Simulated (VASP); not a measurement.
# GaN (Fm-3m) in VASP: notebook

Aim: see how the results for GaN move with the level of theory and the settings. Levels: HSE06, r2SCAN. Tasks: single point.

Program: VASP 6.6.1. These are calculated values, not measurements. Logs are shortened: lines on timing, memory, paths and dates and some standing lists are left out, and cuts for length are marked.

## (1) Starting point

The structure is cubic, space group Fm-3m (No. 225). Conventional cell: a = 4.270 Å, b = 4.270 Å, c = 4.270 Å, α = 90.00°, β = 90.00°, γ = 90.00°. Ga (site symmetry m-3m) is surrounded by 6 N at 2.14 Å. N (site symmetry m-3m) is surrounded by 6 Ga at 2.14 Å.

Measurements of this composition are mostly on another form, of space group No. 186.

## (2) Single point, HSE06

POSCAR reads:

```
GaN
1.0
    0.0000000000      2.1352350000      2.1352350000
    2.1352350000      0.0000000000      2.1352350000
    2.1352350000      2.1352350000      0.0000000000
Ga N
1 1
Direct
    0.0000000000      0.0000000000      0.0000000000
    0.5000000000      0.5000000000      0.5000000000
```

INCAR.step1 reads:

```
SYSTEM = GaN
PREC = Accurate
ENCUT = 350
EDIFF = 1E-5
ISMEAR = 0
SIGMA = 0.01
LREAL = .FALSE.
LASPH = .TRUE.
NELM = 100
ALGO = Normal
ISIF = 2
LWAVE = .TRUE.
LCHARG = .FALSE.
NKRED = 1
NBANDS = 17
GGA = PE
```

INCAR.step2 reads:

```
SYSTEM = GaN
PREC = Accurate
ENCUT = 350
EDIFF = 1E-6
ISMEAR = 0
SIGMA = 0.01
LREAL = .FALSE.
LASPH = .TRUE.
NELM = 100
ALGO = Normal
ISIF = 2
LWAVE = .FALSE.
LCHARG = .FALSE.
GGA = PE
LHFCALC = .TRUE.
HFSCREEN = 0.2
PRECFOCK = Fast
NKRED = 1
NBANDS = 17
ISTART = 1
```

KPOINTS reads:

```
Automatic mesh
0
G
  7 7 7
  0 0 0
```

Potentials or basis: VASP PAW PBE potentials, release 64 (Ga_d, N).

Started as:

```console
$ cat potpaw_PBE.64/Ga_d/POTCAR potpaw_PBE.64/N/POTCAR > POTCAR
$ cp INCAR.step1 INCAR
$ mpirun -np 1 vasp_std > vasp.out
$ cp INCAR.step2 INCAR
$ mpirun -np 1 vasp_std > vasp.out
```

OUTCAR:

```text
SYSTEM = GaN
   PREC = Accurate
   ENCUT = 350
   EDIFF = 1E-6
   ISMEAR = 0
   LREAL = .FALSE.
   LASPH = .TRUE.
   NELM = 100
   ISIF = 2
   GGA = PE
   LHFCALC = .TRUE.
   HFSCREEN = 0.2
   PRECFOCK = Fast
   NKRED = 1
   ISTART = 1

 Found     20 irreducible k-points:

 Following reciprocal coordinates:
            Coordinates               Weight
  0.000000  0.000000  0.000000      1.000000
  0.142857  0.000000  0.000000      8.000000
  0.285714  0.000000  0.000000      8.000000
  0.428571  0.000000  0.000000      8.000000
  0.142857  0.142857  0.000000      6.000000
  0.285714  0.142857  0.000000     24.000000
   k-points           NKPTS =     20   k-points in BZ     NKDIM =    343   number of bands    NBANDS=     17
   number of dos      NEDOS =    301   number of ions     NIONS =      2
   total plane-waves  NPLWV =   5832
   dimension x,y,z NGX =    18 NGY =   18 NGZ =   18
   dimension x,y,z NGXF=    36 NGYF=   36 NGZF=   36
   ions per type =               1   1
   NGX,Y,Z   is equivalent  to a cutoff of   9.91,  9.91,  9.91 a.u.
   NGXF,Y,Z  is equivalent  to a cutoff of  19.82, 19.82, 19.82 a.u.
 SYSTEM =  GaN
   PREC   = accura    normal or accurate (medium, high low for compatibility)
   ISTART =      1    job   : 0-new  1-cont  2-samecut
   ICHARG =      0    charge: 1-file 2-atom 10-const
   ISPIN  =      1    spin polarized calculation?
   LNONCOLLINEAR =      F non collinear calculations
   LSORBIT =      F    spin-orbit coupling
   LASPH  =      T    aspherical Exc in radial PAW
   ENCUT  =  350.0 eV  25.72 Ry    5.07 a.u.   4.61  4.61  4.61*2*pi/ulx,y,z
   NELM   =    100;   NELMIN=  2; NELMDL=  0     # of ELM steps
   EDIFF  = 0.1E-05   stopping-criterion for ELM
   LREAL  =      F    real-space projection
   EDIFFG = 0.1E-04   stopping-criterion for IOM
   NSW    =      0    number of steps for IOM
   IBRION =     -1    ionic relax: 0-MD 1-quasi-New 2-CG
   NFREE  =      0    steps in history (QN), initial steepest desc. (CG)
   ISIF   =      2    stress and relaxation
   ISYM   =      3    0-nonsym 1-usesym 2-fastsym
   POTIM  = 0.5000    time-step for ionic-motion
   TEBEG  =    0.0;   TEEND  =   0.0 temperature during run
   PSTRESS=    0.0 pullay stress
   NELECT =      18.0000    total number of electrons
   NUPDOWN=      -1.0000    fix difference up-down
   EMIN   =  10.00;   EMAX   =-10.00  energy-range for DOS
   EFERMI =   0.00;   METHOD = LEGACY
   ISMEAR =     0;   SIGMA  =   0.01  broadening in eV -4-tet -1-fermi 0-gaus
   EFERMI_NEDOS =   21; number of points for ismear=-14 and -15
   IALGO  =     38    algorithm
   IMIX   =      1    mixing-type and parameters
     AMIX     =   0.40;   BMIX     =  1.00
     AMIX_MAG =   1.60;   BMIX_MAG =  1.00
  volume/ion in A,a.u.               =       9.74        65.70
  Fermi-wavevector in a.u.,A,eV,Ry     =   1.594814  3.013761 34.605481  2.543431
  Thomas-Fermi vector in A             =   2.692830
   LORBIT       =      0    0 simple, 1 ext, 2 COOP (PROOUT), +10 PAW based schemes
   GGA     = PE    functional components
   LHFCALC =     T    Hartree Fock is set to
   PRECFOCK=fast      Normal, Fast or Accurate (Low or Medium for compatibility)
   ENCUT4O =  -1.0   cutoff for four orbital integrals eV
   NKREDX  =     1    reduce k-point grid by
   NKREDY  =     1    reduce k-point grid by
   NKREDZ  =     1    reduce k-point grid by
   AEXX    =    0.2500 exact exchange contribution
   HFSCREEN=    0.2000 screening length (either q_TF or 0.3 A-1)
   HFSCREENC=   0.2000 screening length for correlation (either q_TF or 0.3 A-1)
   ENCUTFOCK=  -1.0 apply spherical cutoff to Coloumb kernel
   IVDW    =     0    specifies the selected vdW correction
   LEPSILON=     F    determine dielectric tensor
   LRPA    =     F    only Hartree local field effects (RPA)
 non-spin polarized calculation
 Gauss-broadening in eV      SIGMA  =   0.01
  energy-cutoff  :      350.00
  volume of cell :       19.47
 maximum number of plane-waves:       301
  NGX = 12; NGY = 12; NGZ = 12

 number of electron      18.0000018 magnetization

 Free energy of the ion-electron system (eV)
  ---------------------------------------------------
  ext. energy  EPLUGINS =         0.00000000
  ---------------------------------------------------
  free energy    TOTEN  =       -13.78525441 eV

  energy without entropy =      -13.78525441  energy(sigma->0) =      -13.78525441

 E-fermi :   6.8440     XC(G=0): -10.5079

 val. band max:        6.7475867006   @ k =  -0.1429   0.1429   0.0000
 cond. band min:       8.7952143237   @ k =   0.4286   0.4286   0.0000
 fundamental gap:      2.0476276231
 Fermi energy:         6.8439624981

 k-point     1 :       0.0000    0.0000    0.0000
  band No.  band energies     occupation
      1     -11.8877      2.00000
      2      -9.5167      2.00000
      3      -9.5167      2.00000
      4      -9.5167      2.00000
      5      -9.4841      2.00000
      6      -9.4841      2.00000
[... 9 lines left out ...]
     16      24.2380      0.00000
     17      24.2380      0.00000

 k-point     2 :       0.1429    0.0000    0.0000
  band No.  band energies     occupation
      1     -11.4834      2.00000
      2      -9.5299      2.00000
      3      -9.5299      2.00000
      4      -9.5271      2.00000
      5      -9.4751      2.00000
      6      -9.4751      2.00000
[... 9 lines left out ...]
     16      24.4114      0.00000
     17      28.8919      0.00000

 k-point     3 :       0.2857    0.0000    0.0000
  band No.  band energies     occupation
      1     -10.3919      2.00000
      2      -9.6116      2.00000
      3      -9.6116      2.00000
      4      -9.5283      2.00000
      5      -9.3999      2.00000
      6      -9.3999      2.00000
[... 9 lines left out ...]
     16      26.6809      0.00000
     17      33.9088      0.00000

 k-point     4 :       0.4286    0.0000    0.0000
  band No.  band energies     occupation
      1      -9.6781      2.00000
      2      -9.6781      2.00000
      3      -9.6689      2.00000
      4      -9.3378      2.00000
      5      -9.3377      2.00000
      6      -8.9759      2.00000
[... 9 lines left out ...]
     16      30.1554      0.00000
     17      33.4976      0.00000

 k-point     5 :       0.1429    0.1429    0.0000
  band No.  band energies     occupation
      1     -11.3861      2.00000
      2      -9.5453      2.00000
      3      -9.5246      2.00000
      4      -9.4784      2.00000
      5      -9.4784      2.00000
      6      -9.4663      2.00000
[... 9 lines left out ...]
     16      27.5311      0.00000
     17      28.7357      0.00000

 k-point     6 :       0.2857    0.1429    0.0000
  band No.  band energies     occupation
      1     -10.7237      2.00000
      2      -9.5684      2.00000
      3      -9.5208      2.00000
      4      -9.4977      2.00000
      5      -9.3897      2.00000
      6      -9.2941      2.00000
[... 9 lines left out ...]
     16      28.9281      0.00000
     17      33.7273      0.00000

 [... further k-points ...]

------------------------ aborting loop because EDIFF is reached ----------------------------------------

  FORCE on cell =-STRESS in cart. coord.  units (eV):
  Direction    XX          YY          ZZ          XY          YZ          ZX
  --------------------------------------------------------------------------------------
  -------------------------------------------------------------------------------------
  Total       -2.2965903     -2.2965903     -2.2965903      0.0000000      0.0000000     -0.0000000
  in kB     -188.9848844   -188.9848844   -188.9848844      0.0000000      0.0000000     -0.0000000
  external PRESSURE =    -188.9848844 kB  Pullay stress =       0.0000000 kB

 VOLUME and BASIS-vectors are now :
 -----------------------------------------------------------------------------
  energy-cutoff  :      350.00
  volume of cell :       19.47
      direct lattice vectors                 reciprocal lattice vectors
     0.000000000  2.135235000  2.135235000    -0.234166263  0.234166263  0.234166263
     2.135235000  0.000000000  2.135235000     0.234166263 -0.234166263  0.234166263
     2.135235000  2.135235000  0.000000000     0.234166263  0.234166263 -0.234166263

 POSITION                                       TOTAL-FORCE (eV/Angst)
 -----------------------------------------------------------------------------------
      0.00000      0.00000      0.00000        -0.000000      0.000000     -0.000000
      2.13524      2.13524      2.13524         0.000000     -0.000000      0.000000
 -----------------------------------------------------------------------------------
    total drift:                               -0.000008      0.000016      0.000006

  FREE ENERGIE OF THE ION-ELECTRON SYSTEM (eV)
  ---------------------------------------------------
  free  energy   TOTEN  =       -13.7852544055 eV

  energy  without entropy=      -13.7852544055  energy(sigma->0) =      -13.78525441
```

Wall time 6.7 min (1 thread of Intel Xeon 6975P-C (Granite Rapids), shared host); peak memory 0.22 GiB.

The run converged, but a check on its numbers failed (symmetry, net force, bounds or a known fault of this set-up), so they aren't taken as properties of the crystal.

Caveat: the cutoff lies under the usual one of these potentials, so the numbers hold a large basis-set error; the PAW data sets were made with another functional, which shifts forces and pressure a little; an odd mesh through Γ misses points on the zone boundary, where band edges often lie.

## (3) Single point, HSE06

POSCAR is that of step 2.

Changes to INCAR.step1 since step 2:

```diff
@@ -2,3 +2,3 @@
 PREC = Accurate
-ENCUT = 350
+ENCUT = 400
 EDIFF = 1E-5
```

Changes to INCAR.step2 since step 2:

```diff
@@ -2,3 +2,3 @@
 PREC = Accurate
-ENCUT = 350
+ENCUT = 400
 EDIFF = 1E-6
```

KPOINTS is that of step 2.

Potentials or basis: VASP PAW PBE potentials, release 64 (Ga_d, N).

Started as:

```console
$ cat potpaw_PBE.64/Ga_d/POTCAR potpaw_PBE.64/N/POTCAR > POTCAR
$ cp INCAR.step1 INCAR
$ mpirun -np 1 vasp_std > vasp.out
$ cp INCAR.step2 INCAR
$ mpirun -np 1 vasp_std > vasp.out
```

It took 6.8 min on 1 thread of Intel Xeon 6975P-C (Granite Rapids), shared host; peak memory 0.23 GiB.

The run converged, but some of its settings lie outside the range that counts as converged, so its numbers aren't taken as properties of the crystal.

What came out:

- Free energy: -13.7906 eV
- Band gap on the k mesh: 2.06 eV, indirect (least direct gap 3.63 eV)

Caveat: the cutoff is under 1.25 times the usual one of these potentials, so pressure, stress and relaxed cells hold a basis-set (Pulay) error; the PAW data sets were made with another functional, which shifts forces and pressure a little; an odd mesh through Γ misses points on the zone boundary, where band edges often lie.

## (4) Single point, r2SCAN

INCAR reads:

```
PREC = Accurate
ENCUT = 900
EDIFF = 1E-8
ISMEAR = 0
SIGMA = 0.05
LREAL = F
LASPH = T
NELM = 100
ALGO = Normal
ISIF = 2
LWAVE = F
LCHARG = F
METAGGA = R2SCAN
LMIXTAU = T
NBANDS = 16
ADDGRID = F
```

KPOINTS reads:

```
Automatic mesh
0
Gamma
  13 13 13
```

POSCAR is that of step 3.

Started as:

```console
$ cat potpaw_PBE.64/Ga_d/POTCAR potpaw_PBE.64/N/POTCAR > POTCAR
$ mpirun -np 1 vasp_std > vasp.out
```

It took 10 min on 1 thread of AMD EPYC 7R43 (Zen 3), shared host; peak memory 0.19 GiB.

It converged, with:

```
Free energy            : -20.9631 eV
Pressure               : -7.3 GPa
Band gap on the k mesh : 1.02 eV, indirect (least direct gap 2.92 eV)
```

Levels at points of the mesh, in eV from the valence-band top:
```tsv
k point	band 5	band 6	band 7	band 8	band 9	band 10	band 11	band 12	band 13	band 14
(0.00, 0.00, 0.00)	-14.34	-14.34	-0.48	-0.48	-0.48	2.44	15.28	15.28	15.28	16.46
```

Caveat: the PAW data sets were made with another functional, which shifts forces and pressure a little; an odd mesh through Γ misses points on the zone boundary, where band edges often lie.
